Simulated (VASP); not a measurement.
# Sn (I4_1/amd) in VASP: notebook

The runs below take Sn through relaxation of cell and atoms, with PBE, r2SCAN.

All numbers are computed with VASP 6.6.1; they aren't measurements. Logs are shortened: lines on timing, memory, paths and dates and some standing lists are left out, and cuts for length are marked.

## (1) Starting point

The structure is tetragonal, space group I4_1/amd (No. 141). Conventional cell: a = 5.653 Å, b = 5.653 Å, c = 3.037 Å, α = 90.00°, β = 90.00°, γ = 90.00°. Sn (site symmetry -4m2) is surrounded by 6 Sn at 2.93 to 3.04 Å.

## (2) Relaxation of cell and atoms, PBE, target pressure 10.9 GPa, at which the enthalpy is minimised

Contents of INCAR:

```
SYSTEM = Sn
ALGO = Normal ; EDIFF = 1E-7
EDIFFG = -0.005 ; ENCUT = 600
GGA = PE ; IBRION = 2
ISIF = 3 ; ISMEAR = 0
LASPH = .True. ; LCHARG = .False.
LREAL = .False. ; LWAVE = .False.
NELM = 80 ; NSW = 90
PREC = Accurate ; PSTRESS = 109.0
SIGMA = 0.03
```

Contents of KPOINTS:

```
k-points
0
Gamma
  12 12 12
  0 0 0
```

Contents of POSCAR:

```
Sn                                      
1.0
   -2.8266745615      2.8266745615      1.5184468739
    2.8266745615     -2.8266745615      1.5184468739
    2.8266745615      2.8266745615     -1.5184468739
  Sn            
     2
Direct
     0.0000000000000000    0.0000000000000000    0.0000000000000000
     0.7500000000000000    0.2500000000000000    0.5000000000000000
```

Potentials or basis: VASP PAW PBE potentials, release 64 (Sn_d).

The run is started by

```sh
cat potpaw_PBE.64/Sn_d/POTCAR > POTCAR
mpirun -np 1 vasp_std > vasp.out
```

OUTCAR:

```text
SYSTEM = Sn
   EDIFF = 1E-7
   EDIFFG = -0.005
   ENCUT = 600
   GGA = PE
   IBRION = 2
   ISIF = 3
   ISMEAR = 0
   LASPH = .True.
   LREAL = .False.
   NELM = 80
   NSW = 90
   PREC = Accurate
   PSTRESS = 109.0

 ion  position               nearest neighbor table
   1  0.000  0.000  0.000-   2 2.93   2 2.93   2 2.93   2 2.93   2 3.63   2 3.63   2 3.63   2 3.63

   2  0.750  0.250  0.500-   1 2.93   1 2.93   1 2.93   1 2.93   1 3.63   1 3.63   1 3.63   1 3.63

  LATTYP: Found a body centered tetragonal cell.
 ALAT       =     5.6533491230
 C/A-ratio  =     0.5371848937

  Lattice vectors:

 A1 = (  -2.8266745615,   2.8266745615,   1.5184468739)
 A2 = (   2.8266745615,  -2.8266745615,   1.5184468739)
 A3 = (   2.8266745615,   2.8266745615,  -1.5184468739)

Analysis of symmetry for initial positions (statically):
=====================================================================
 Subroutine PRICEL returns:
 Original cell was already a primitive cell.

 Routine SETGRP: Setting up the symmetry group for a
 body centered tetragonal supercell.

 Subroutine GETGRP returns: Found 16 space group operations
 (whereof  8 operations were pure point group operations)
 out of a pool of 16 trial point group operations.

The static configuration has the point symmetry D_2d.
 The point group associated with its full space group is D_4h.

Analysis of symmetry for dynamics (positions and initial velocities):
=====================================================================
 Subroutine PRICEL returns:
 Original cell was already a primitive cell.

 Routine SETGRP: Setting up the symmetry group for a
 body centered tetragonal supercell.

 Subroutine GETGRP returns: Found 16 space group operations
 (whereof  8 operations were pure point group operations)
 out of a pool of 16 trial point group operations.

The dynamic configuration has the point symmetry D_2d.
 The point group associated with its full space group is D_4h.

 Subroutine INISYM returns: Found 16 space group operations
 (whereof  8 operations are pure point group operations),
 and found     1 'primitive' translations

----------------------------------------------------------------------------------------

                                     Primitive cell

  volume of cell :      48.5301

  direct lattice vectors                    reciprocal lattice vectors
    -2.826674561  2.826674561  1.518446874     0.000000000  0.176886298  0.329283828
     2.826674561 -2.826674561  1.518446874     0.176886298  0.000000000  0.329283828
     2.826674561  2.826674561 -1.518446874     0.176886298  0.176886298  0.000000000

  length of vectors
     4.276196799  4.276196799  4.276196799     0.373786841  0.373786841  0.250155002

  position of ions in fractional coordinates (direct lattice)
     0.000000000  0.000000000  0.000000000
     0.750000000  0.250000000  0.500000000

  ion indices of the primitive-cell ions
   primitive index   ion index
                 1           1
                 2           2

----------------------------------------------------------------------------------------

 KPOINTS: k-points

Automatic generation of k-mesh.
 Grid dimensions read from file:
 generate k-points for:   12   12   12

 Generating k-lattice:

  Cartesian coordinates                     Fractional coordinates (reciprocal lattice)
     0.000000000  0.014740525  0.027440319     0.083333333  0.000000000  0.000000000
     0.014740525  0.000000000  0.027440319     0.000000000  0.083333333  0.000000000
     0.014740525  0.014740525  0.000000000     0.000000000  0.000000000  0.083333333

  Length of vectors
     0.031148903  0.031148903  0.020846250

  Shift w.r.t. Gamma in fractional coordinates (k-lattice)
     0.000000000  0.000000000  0.000000000

 Subroutine IBZKPT returns following result:
 ===========================================

 Found    163 irreducible k-points:

 Following reciprocal coordinates:
            Coordinates               Weight
  0.000000  0.000000  0.000000      1.000000
  0.083333  0.000000 -0.000000      8.000000
  0.166667  0.000000  0.000000      8.000000
  0.250000  0.000000  0.000000      8.000000
  0.333333  0.000000 -0.000000      8.000000
  0.416667  0.000000  0.000000      8.000000
[... 16 lines left out ...]
  0.500000  0.166667 -0.000000     16.000000
 -0.416667  0.166667  0.000000     16.000000
 [... further k-points ...]
   k-points           NKPTS =    163   k-points in BZ     NKDIM =    163   number of bands    NBANDS=     18
   number of dos      NEDOS =    301   number of ions     NIONS =      2
   total plane-waves  NPLWV =  46656
   dimension x,y,z NGX =    36 NGY =   36 NGZ =   36
   dimension x,y,z NGXF=    72 NGYF=   72 NGZF=   72
   ions per type =               2
   NGX,Y,Z   is equivalent  to a cutoff of  14.00, 14.00, 14.00 a.u.
   NGXF,Y,Z  is equivalent  to a cutoff of  27.99, 27.99, 27.99 a.u.
 SYSTEM =  Sn
   PREC   = accura    normal or accurate (medium, high low for compatibility)
   ISTART =      0    job   : 0-new  1-cont  2-samecut
   ICHARG =      2    charge: 1-file 2-atom 10-const
   ISPIN  =      1    spin polarized calculation?
   LNONCOLLINEAR =      F non collinear calculations
   LSORBIT =      F    spin-orbit coupling
   LASPH  =      T    aspherical Exc in radial PAW
   ENCUT  =  600.0 eV  44.10 Ry    6.64 a.u.   8.54  8.54  8.54*2*pi/ulx,y,z
   NELM   =     80;   NELMIN=  2; NELMDL= -5     # of ELM steps
   EDIFF  = 0.1E-06   stopping-criterion for ELM
   LREAL  =      F    real-space projection
   EDIFFG = -.5E-02   stopping-criterion for IOM
   NSW    =     90    number of steps for IOM
   IBRION =      2    ionic relax: 0-MD 1-quasi-New 2-CG
   NFREE  =      1    steps in history (QN), initial steepest desc. (CG)
   ISIF   =      3    stress and relaxation
   ISYM   =      2    0-nonsym 1-usesym 2-fastsym
   POTIM  = 0.5000    time-step for ionic-motion
   TEBEG  =    0.0;   TEEND  =   0.0 temperature during run
   PSTRESS=  109.0 pullay stress
   NELECT =      28.0000    total number of electrons
   NUPDOWN=      -1.0000    fix difference up-down
   EMIN   =  10.00;   EMAX   =-10.00  energy-range for DOS
   EFERMI =   0.00;   METHOD = LEGACY
   ISMEAR =     0;   SIGMA  =   0.03  broadening in eV -4-tet -1-fermi 0-gaus
   EFERMI_NEDOS =   21; number of points for ismear=-14 and -15
   IALGO  =     38    algorithm
   IMIX   =      4    mixing-type and parameters
     AMIX     =   0.40;   BMIX     =  1.00
     AMIX_MAG =   1.60;   BMIX_MAG =  1.00
  volume/ion in A,a.u.               =      24.27       163.75
  Fermi-wavevector in a.u.,A,eV,Ry     =   1.362878  2.575467 25.271971  1.857437
  Thomas-Fermi vector in A             =   2.489330
   LORBIT       =      0    0 simple, 1 ext, 2 COOP (PROOUT), +10 PAW based schemes
   GGA     = PE    functional components
   LHFCALC =     F    Hartree Fock is set to
   AEXX    =    0.0000 exact exchange contribution
   IVDW    =     0    specifies the selected vdW correction
   LEPSILON=     F    determine dielectric tensor
   LRPA    =     F    only Hartree local field effects (RPA)
 conjugate gradient relaxation of ions
 non-spin polarized calculation
 Gauss-broadening in eV      SIGMA  =   0.03
  energy-cutoff  :      600.00
  volume of cell :       48.53
 maximum number of plane-waves:      1646
 NGX is ok and might be reduce to    36
   NGX = 17   NGY = 17   NGZ = 17

--------------------------------------- Ionic step        1  -------------------------------------------

 number of electron      27.9999996 magnetization

 Free energy of the ion-electron system (eV)
  ---------------------------------------------------
  ext. energy  EPLUGINS =         0.00000000
  ---------------------------------------------------
  free energy    TOTEN  =        -7.37116259 eV

  energy without entropy =       -7.37076264  energy(sigma->0) =       -7.37096262

------------------------ aborting loop because EDIFF is reached ----------------------------------------

  FORCE on cell =-STRESS in cart. coord.  units (eV):
  Direction    XX          YY          ZZ          XY          YZ          ZX
  --------------------------------------------------------------------------------------
  -------------------------------------------------------------------------------------
  Total        3.3142581      3.3142581      3.3057390      0.0000000      0.0000000      0.0000000
  in kB      109.4172235    109.4172235    109.1359749      0.0000000      0.0000000      0.0000000
  external PRESSURE =       0.3234740 kB  Pullay stress =     109.0000000 kB

 VOLUME and BASIS-vectors are now :
 -----------------------------------------------------------------------------
  energy-cutoff  :      600.00
  volume of cell :       48.53
      direct lattice vectors                 reciprocal lattice vectors
    -2.826674561  2.826674561  1.518446874     0.000000000  0.176886298  0.329283828
     2.826674561 -2.826674561  1.518446874     0.176886298  0.000000000  0.329283828
     2.826674561  2.826674561 -1.518446874     0.176886298  0.176886298  0.000000000
[... 46 lines left out ...]
  FREE ENERGIE OF THE ION-ELECTRON SYSTEM (eV)
  ---------------------------------------------------
  free  energy   TOTEN  =        -7.3735044548 eV

  energy  without entropy=       -7.3731132837  energy(sigma->0) =       -7.37330887

  enthalpy is  TOTEN    =        -4.0695426847 eV   P V=        3.3039617701

--------------------------------------- Ionic step        3  -------------------------------------------

 number of electron      27.9999996 magnetization

 Free energy of the ion-electron system (eV)
  ---------------------------------------------------
  ext. energy  EPLUGINS =         0.00000000
  ---------------------------------------------------
  free energy    TOTEN  =        -7.37234130 eV

  energy without entropy =       -7.37194581  energy(sigma->0) =       -7.37214355

 E-fermi :   9.4441     XC(G=0): -10.8415

 val. band max:        9.4422430821   @ k =  -0.1667  -0.1667   0.0833
 cond. band min:       9.4698387888   @ k =   0.3333   0.1667  -0.0000
 fundamental gap:      0.0275957067
 Fermi energy:         9.4441344181

 k-point     1 :       0.0000    0.0000    0.0000
  band No.  band energies     occupation
      1     -12.4159      2.00000
      2     -12.3194      2.00000
      3     -12.2555      2.00000
      4     -12.2531      2.00000
      5     -12.0152      2.00000
      6     -12.0152      2.00000
[... 10 lines left out ...]
     17      16.0973      0.00000
     18      17.3207      0.00000
[... 463 lines left out ...]
 k-point    24 :      -0.4167    0.1667    0.0000
  band No.  band energies     occupation
      1     -12.3191      2.00000
      2     -12.2068      2.00000
      3     -12.1846      2.00000
      4     -12.1564      2.00000
      5     -12.0927      2.00000
      6     -12.0587      2.00000
[... 10 lines left out ...]
     17      12.6550      0.00000
     18      15.2370      0.00000

 [... further k-points ...]
[... 5 lines left out ...]
  --------------------------------------------------------------------------------------
  -------------------------------------------------------------------------------------
  Total        3.3051250      3.3051250      3.3021769      0.0000000      0.0000000      0.0000000
  in kB      109.0768371    109.0768371    108.9795452      0.0000000      0.0000000      0.0000000
  external PRESSURE =       0.0444065 kB  Pullay stress =     109.0000000 kB

 VOLUME and BASIS-vectors are now :
 -----------------------------------------------------------------------------
  energy-cutoff  :      600.00
  volume of cell :       48.55
      direct lattice vectors                 reciprocal lattice vectors
    -2.827107545  2.827107545  1.518522677     0.000000000  0.176859208  0.329267391
     2.827107545 -2.827107545  1.518522677     0.176859208  0.000000000  0.329267391
     2.827107545  2.827107545 -1.518522677     0.176859208  0.176859208  0.000000000

 POSITION                                       TOTAL-FORCE (eV/Angst)
 -----------------------------------------------------------------------------------
     -0.00000      0.00000      0.00000         0.000000      0.000000     -0.000000
     -0.00000      2.82711      0.75926        -0.000000     -0.000000      0.000000
 -----------------------------------------------------------------------------------
    total drift:                               -0.000000      0.000000     -0.000000

  FREE ENERGIE OF THE ION-ELECTRON SYSTEM (eV)
  ---------------------------------------------------
  free  energy   TOTEN  =        -7.3723412968 eV

  energy  without entropy=       -7.3719458085  energy(sigma->0) =       -7.37214355

  enthalpy is  TOTEN    =        -4.0695445529 eV   P V=        3.3027967439

 reached required accuracy - stopping structural energy minimisation
```

Run time: 2.5 min. Hardware: 1 thread of Intel Xeon 6975P-C (Granite Rapids), shared host; peak memory 0.3 GiB.

Results:

```yaml
Free_energy: -7.3723 eV
Relaxed_volume: 24.27 Å³/atom
Relaxed_cell: a = 4.277 Å, b = 4.277 Å, c = 4.277 Å, α = 97.24°, β = 97.24°, γ = 138.41°
Space_group_after_relaxing_to_0.05_Å: I4_1/amd (No. 141)
Energy_change_on_relaxing_the_enthalpy_is_what_falls: -0.6 meV/atom
Ionic_steps: 3
Pressure_after_relaxing: 10.9 GPa
Band_gap_on_the_k_mesh: none (metal or under the smearing width)
```

Step by step:
| step | energy change (eV) | largest force (eV/Å) | pressure (GPa) | volume (Å³) |
| --- | --- | --- | --- | --- |
| 1 | 0.0000 | 0.0000 | 10.93 | 48.53 |
| 2 | -0.0023 | 0.0000 | 10.86 | 48.56 |
| 3 | -0.0012 | 0.0000 | 10.90 | 48.55 |

Final structure:
```cif
data_structure
_symmetry_space_group_name_H-M 'P 1'
_symmetry_Int_Tables_number 1
_cell_length_a 4.2768
_cell_length_b 4.2768
_cell_length_c 4.2768
_cell_angle_alpha 97.242
_cell_angle_beta 97.242
_cell_angle_gamma 138.406
_cell_volume 48.55
loop_
_atom_site_label
_atom_site_type_symbol
_atom_site_fract_x
_atom_site_fract_y
_atom_site_fract_z
_atom_site_occupancy
Sn1 Sn 0.00000 0.00000 0.00000 1
Sn2 Sn 0.75000 0.25000 0.50000 1
```

Caveat: the cell is relaxed towards a set pressure, so the enthalpy falls and the energy may rise.

## (3) Relaxation of cell and atoms, r2SCAN

This run uses another cell than the first one, of 27.17 Å³/atom, 1.120 times its volume.

Contents of INCAR:

```
  PREC = Accurate
  ENCUT = 600
  EDIFF = 1E-6
  ISMEAR = 0
  SIGMA = 0.03
  LREAL = F
  LASPH = T
  NELM = 80
  ALGO = Normal
  ISIF = 3
  LWAVE = F
  LCHARG = F
  METAGGA = R2SCAN
  LMIXTAU = T
  IBRION = 2
  NSW = 90
  EDIFFG = -0.01
```

Contents of KPOINTS:

```
regular mesh
0
Gamma
  12 12 12
```

Contents of POSCAR:

```
Sn
1.0
   -2.9196440750      2.9196440750      1.5938000000
    2.9196440750     -2.9196440750      1.5938000000
    2.9196440750      2.9196440750     -1.5938000000
Sn
2
Direct
    0.0000000000      0.0000000000      0.0000000000
    0.7500000000      0.2500000000      0.5000000000
```

Potentials or basis: VASP PAW PBE potentials, release 64 (Sn_d).

The run is started by

```sh
cat potpaw_PBE.64/Sn_d/POTCAR > POTCAR
mpirun -np 1 vasp_std > vasp.out
```

It took 24 min on 1 thread of Intel Xeon Platinum 8488C (Sapphire Rapids), shared host; peak memory 0.35 GiB.

Results (log left out):

```yaml
Free_energy: -49.2487 eV
Relaxed_volume: 27.57 Å³/atom
Relaxed_cell: a = 4.453 Å, b = 4.453 Å, c = 4.453 Å, α = 97.37°, β = 97.37°, γ = 138.03°
Space_group_after_relaxing_to_0.05_Å: I4_1/amd (No. 141)
Energy_gained_by_relaxing: 1.2 meV/atom
Ionic_steps: 5
Pressure_after_relaxing: 0.0 GPa
Band_gap_on_the_k_mesh: none (metal or under the smearing width)
```

The path:
| step | energy change (eV) | largest force (eV/Å) | pressure (GPa) | volume (Å³) |
| --- | --- | --- | --- | --- |
| 1 | 0.0000 | 0.0000 | 0.82 | 54.34 |
| 2 | -0.0020 | 0.0000 | -0.31 | 55.44 |
| 3 | -0.0023 | 0.0000 | -0.04 | 55.17 |
| 4 | -0.0024 | 0.0000 | -0.04 | 55.14 |
| 5 | -0.0024 | 0.0000 | -0.02 | 55.13 |

Final structure:
```
Sn
1.0
    -2.93982    2.93982    1.59484
     2.93982   -2.93982    1.59484
     2.93982    2.93982   -1.59484
Sn
2
Cartesian
  0.0000 0.0000 0.0000
  0.0000 2.9398 0.7974
```

Levels at points of the mesh, in eV from the Fermi level:
```tsv
k point	band 12	band 13	band 14	band 15	band 16	band 17
(0.00, 0.00, 0.00)	-3.73	-2.12	-2.12	3.38	6.45	6.45
(0.50, 0.00, 0.00)	-5.54	-2.33	-1.84	-1.21	2.55	3.00
(0.50, 0.50, 0.00)	-9.21	0.55	0.55	1.75	1.75	6.43
(0.50, 0.50, 0.50)	-7.84	-4.94	-4.94	5.39	5.39	9.74
```

Caveat: the PAW data sets were made with another functional, which shifts forces and pressure a little.

## (4) Relaxation of cell and atoms, r2SCAN

This run uses another cell than the first one, of 27.57 Å³/atom, 1.136 times its volume.

INCAR: that of step 3 with these lines changed.

```diff
@@ -2,3 +2,3 @@
   ENCUT = 600
-  EDIFF = 1E-6
+  EDIFF = 1E-7
   ISMEAR = 0
@@ -16,2 +16,2 @@
   NSW = 90
-  EDIFFG = -0.01
+  EDIFFG = -0.005
```

KPOINTS is that of step 3.

Contents of POSCAR:

```
Sn                                      
1.0
   -2.9398192519      2.9398192519      1.5948449206
    2.9398192519     -2.9398192519      1.5948449206
    2.9398192519      2.9398192519     -1.5948449206
  Sn            
     2
Direct
     0.0000000000000000    0.0000000000000000    0.0000000000000000
     0.7500000000000000    0.2500000000000000    0.5000000000000000
```

The run is started by

```sh
cat potpaw_PBE.64/Sn_d/POTCAR > POTCAR
mpirun -np 1 vasp_std > vasp.out
```

Run time: 8.9 min. Hardware: 1 thread of Intel Xeon Platinum 8488C (Sapphire Rapids), shared host; peak memory 0.34 GiB.

It converged, with:

```
Free energy             : -49.2489 eV
Pressure after relaxing : 0.0 GPa
Band gap on the k mesh  : none (metal or under the smearing width)
```

Final structure:
```cif
data_structure
_symmetry_space_group_name_H-M 'P 1'
_symmetry_Int_Tables_number 1
_cell_length_a 4.4529
_cell_length_b 4.4529
_cell_length_c 4.4529
_cell_angle_alpha 97.370
_cell_angle_beta 97.370
_cell_angle_gamma 138.026
_cell_volume 55.13
loop_
_atom_site_label
_atom_site_type_symbol
_atom_site_fract_x
_atom_site_fract_y
_atom_site_fract_z
_atom_site_occupancy
Sn1 Sn 0.00000 0.00000 0.00000 1
Sn2 Sn 0.75000 0.25000 0.50000 1
```

Levels at points of the mesh, in eV from the Fermi level:
| k point | band 10 | band 11 | band 12 | band 13 | band 14 | band 15 | band 16 | band 17 | band 18 |
| --- | --- | --- | --- | --- | --- | --- | --- | --- | --- |
| (0.00, 0.00, 0.00) | -21.81 | -11.53 | -3.73 | -2.12 | -2.12 | 3.38 | 6.45 | 6.45 | 7.20 |
| (0.50, 0.00, 0.00) | -21.88 | -7.12 | -5.54 | -2.33 | -1.84 | -1.21 | 2.55 | 3.00 | 4.90 |
| (0.50, 0.50, 0.00) | -21.94 | -9.21 | -9.21 | 0.55 | 0.55 | 1.75 | 1.75 | 6.43 | 6.43 |
| (0.50, 0.50, 0.50) | -22.01 | -7.84 | -7.84 | -4.94 | -4.94 | 5.39 | 5.39 | 9.74 | 9.74 |

Caveat: the relaxation stopped at its first step, so nothing moved; the PAW data sets were made with another functional, which shifts forces and pressure a little.

(Continued in part 2 of 2.)
